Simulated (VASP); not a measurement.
Computed with PBEsol GGA, VASP's PBE PAW potentials (set 64) (plane waves; VASP).

VASP input:

File KPOINTS:
```
Automatic
0
G
 5 5 7
```

INCAR:
```
ALGO = Normal
EDIFF = 1E-6
EDIFFG = -0.02
ENCUT = 620
GGA = PS
IBRION = 2
ISIF = 3
ISMEAR = 0
LASPH = .True.
LCHARG = .False.
LREAL = .False.
LWAVE = .False.
NELM = 100
NSW = 40
PREC = Accurate
PSTRESS = 100
SIGMA = 0.05
SYSTEM = MgF2
```

File POSCAR:
```
MgF2
1.0
  4.4901665003   0.0000000000   0.0000000000
  0.0000000000   4.4901665003   0.0000000000
  0.0000000000   0.0000000000   2.9809938397
Mg F
2 4
Direct
  0.0000000000   0.0000000000   1.0000000000
  0.5000000000   0.5000000000   0.5000000000
  0.3021174352   0.3021174352   1.0000000000
  0.8021174352   0.1978825648   0.5000000000
  0.1978825648   0.8021174352   0.5000000000
  0.6978825648   0.6978825648   0.0000000000
```

POTCAR, in this order: Mg F (PBE.64 set). Program: vasp_std.

What VASP printed:

### OUTCAR
```
 ion  position               nearest neighbor table
   1  0.000  0.000  0.000-   3 1.92   6 1.92   5 1.95   4 1.95   4 1.95   5 1.95   2 3.51   2 3.51
                             2 3.51   2 3.51   2 3.51   2 3.51   2 3.51   2 3.51
   2  0.500  0.500  0.500-   4 1.92   5 1.92   3 1.95   6 1.95   3 1.95   6 1.95   1 3.51   1 3.51
                             1 3.51   1 3.51   1 3.51   1 3.51   1 3.51   1 3.51
   3  0.302  0.302  0.000-   1 1.92   2 1.95   2 1.95
   4  0.802  0.198  0.500-   2 1.92   1 1.95   1 1.95
   5  0.198  0.802  0.500-   2 1.92   1 1.95   1 1.95
   6  0.698  0.698  0.000-   1 1.92   2 1.95   2 1.95
  LATTYP: Found a simple tetragonal cell.
 ALAT       =     4.4901665003
 C/A-ratio  =     0.6638938310
 Subroutine PRICEL returns:
 Original cell was already a primitive cell.
 Subroutine GETGRP returns: Found 16 space group operations
The static configuration has the point symmetry D_2h.
 The point group associated with its full space group is D_4h.
The dynamic configuration has the point symmetry D_2h.
 Subroutine INISYM returns: Found 16 space group operations
 Subroutine IBZKPT returns following result:
 Found     24 irreducible k-points:

 Following reciprocal coordinates:
            Coordinates               Weight
  0.000000  0.000000  0.000000      1.000000
...
```

File OSZICAR:
```
       N       E                     dE             d eps       ncg     rms          rms(c)
DAV:   1     0.217944993272E+03    0.21794E+03   -0.20271E+04  1016   0.175E+03
DAV:   2    -0.243734434315E+02   -0.24232E+03   -0.23688E+03  1192   0.361E+02
DAV:   3    -0.345243517142E+02   -0.10151E+02   -0.10129E+02  1132   0.761E+01
DAV:   4    -0.345929828541E+02   -0.68631E-01   -0.68614E-01  1096   0.710E+00
DAV:   5    -0.345933767787E+02   -0.39392E-03   -0.39391E-03  1116   0.550E-01    0.910E+00
DAV:   6    -0.324277923012E+02    0.21656E+01   -0.87444E+00  1088   0.231E+01    0.290E+00
DAV:   7    -0.324261604635E+02    0.16318E-02   -0.93163E-02  1064   0.229E+00    0.182E+00
DAV:   8    -0.324423345848E+02   -0.16174E-01   -0.35300E-02  1068   0.240E+00    0.164E-01
DAV:   9    -0.324428152350E+02   -0.48065E-03   -0.27469E-03  1124   0.404E-01    0.679E-02
DAV:  10    -0.324429750832E+02   -0.15985E-03   -0.18113E-04  1040   0.119E-01    0.118E-02
DAV:  11    -0.324429753057E+02   -0.22255E-06   -0.17949E-05  1120   0.352E-02    0.472E-03
DAV:  12    -0.324429755055E+02   -0.19978E-06   -0.39424E-06  1096   0.165E-02
   1 F= -.28691731E+02 E0= -.28691731E+02  d E =-.286917E+02
```

OUTCAR:
```
------------------------ aborting loop because EDIFF is reached ----------------------------------------
  FORCE on cell =-STRESS in cart. coord.  units (eV):
  Direction    XX          YY          ZZ          XY          YZ          ZX
  --------------------------------------------------------------------------------------
  Total        3.7240723      3.7240723      3.8109438      0.0000000      0.0000000      0.0000000
  in kB       99.2756439     99.2756439    101.5914486      0.0000000      0.0000000      0.0000000
  external PRESSURE =       0.0475788 kB  Pullay stress =     100.0000000 kB
  volume of cell :       60.10
      direct lattice vectors                 reciprocal lattice vectors
     4.490166500  0.000000000  0.000000000     0.222708891  0.000000000  0.000000000
     0.000000000  4.490166500  0.000000000     0.000000000  0.222708891  0.000000000
     0.000000000  0.000000000  2.980993840     0.000000000  0.000000000  0.335458593
 POSITION                                       TOTAL-FORCE (eV/Angst)
 -----------------------------------------------------------------------------------
      0.00000      0.00000      0.00000        -0.000000      0.000000      0.000000
      2.24508      2.24508      1.49050        -0.000000      0.000000      0.000000
      1.35656      1.35656      0.00000        -0.005173     -0.005173      0.000000
      3.60164      0.88853      1.49050        -0.005173      0.005173     -0.000000
      0.88853      3.60164      1.49050         0.005173     -0.005173      0.000000
      3.13361      3.13361      0.00000         0.005173      0.005173     -0.000000
 -----------------------------------------------------------------------------------
    total drift:                                0.000000     -0.000000      0.000000
  FREE ENERGIE OF THE ION-ELECTRON SYSTEM (eV)
  ---------------------------------------------------
  free  energy   TOTEN  =       -32.4429755055 eV

  energy  without entropy=      -32.4429755055  energy(sigma->0) =      -32.44297551
  enthalpy is  TOTEN    =       -28.6917308732 eV   P V=        3.7512446323

 reached required accuracy - stopping structural energy minimisation
```
(Selected blocks of OUTCAR.)

The compound is MgF2 in the rutile structure. It was relaxed first under an external pressure of 10 GPa.
